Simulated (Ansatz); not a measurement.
A plane-wave DFT run in Ansatz 0.2.0 (scalar-relativistic PAW potentials unless the input names others): input and command.

```yaml
crystal:
  lattice:
    - [2.7389261067, 0.0, 0.0]
    - [0.0, 2.7389261067, 0.0]
    - [0.0, 0.0, 3.4730564358]
  atoms:
    - { symbol: Zn, position: [0.5, 0.5, 0.5] }
    - { symbol: Cu, position: [0.0, 0.0, 0.0] }
basis:
  ecutwfc: 420
kpoints:
  mp_grid: { grid: [20, 20, 16] }
hamiltonian:
  xc: pbe
scf:
  occupations: { method: gaussian, width: 0.1 }
  mixing: { algorithm: anderson, beta: 1.5, ndim: 1, preconditioner: none }
  max_iter: 100
output:
  forces: true
  eigenvalues: true
  stress: true
```

```bash
ansatz run input.yaml --threads 1 --pin off --max-ram 2560MiB --backend cpu --events-out ev --progress --plain --runs-dir out
```

What is wrong with this input?

The program refuses it, because of mixing far too strong (scf.mixing: not typed → {"algorithm": "anderson", "beta": 1.5, "ndim": 1, "preconditioner": "none"}). Without that key it is accepted.

Abridged log:
```
Error: invalid value for `scf.mixing.beta`: must be finite and in (0, 1]; got 1.5
```